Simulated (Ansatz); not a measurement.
Notes on Al₂ZnO₄

```xyz
14
Lattice="0.0000 3.9950 3.9950 3.9950 0.0000 3.9950 3.9950 3.9950 0.0000" Properties=species:S:1:pos:R:3 pbc="T T T"
Zn    0.9988    0.9988    0.9988
Zn    6.9913    6.9913    6.9913
Al    3.9950    3.9950    3.9950
Al    3.9950    1.9975    1.9975
Al    1.9975    1.9975    3.9950
Al    1.9975    3.9950    1.9975
O     2.1126    2.1126    2.1126
O     5.8775    4.1101    4.1101
O     3.8800    3.8800    2.1126
O     4.1101    5.8775    4.1101
O     2.1126    3.8800    3.8800
O     5.8775    5.8775    5.8775
O     3.8800    2.1126    3.8800
O     4.1101    4.1101    5.8775
```

Single point in Ansatz 0.2.0 with PBEsol, no spin polarisation. Cutoff 420 eV, PAW datasets, 6×6×6 Γ-centred k mesh, fermi-dirac filling (width 0.1 eV).

Problem. Which orbitals make up the band edges?

Solution. Within 0.7 eV of the edges, the states project mainly on O p (81 %) and Zn d (16 %) below the gap and on Zn s (38 %), O s (31 %) and Al s (13 %) above it.

Problem. Is the cell too large or too small?

Solution. The pressure is 8.8 GPa (compression positive), so with the atoms held at these fractions the cell would first expand.

Problem. Which atom feels the largest force, and which way?

Solution. The largest is on O7 (and as large on other atoms): 0.42 eV/Å, components (-0.24, -0.24, -0.24). It makes 120° with the line to a nearest neighbour, Al4 at 1.89 Å.

Problem. Describe some of the short contacts.

Solution. Zn–O at 1.93 Å: least valence density 0.65 e/Å³ and ELF 0.20 there. Al–O at 1.89 Å is left out, since its least density falls inside a PAW sphere. These are pseudo-fields; inside the PAW spheres they differ from the all-electron ones.

Problem. Metal or insulator? Give the gap.

Solution. The gap is 4.24 eV, direct at the points sampled. A semilocal functional usually gives too small a gap.

Origin: a database entry at a rescaled volume.
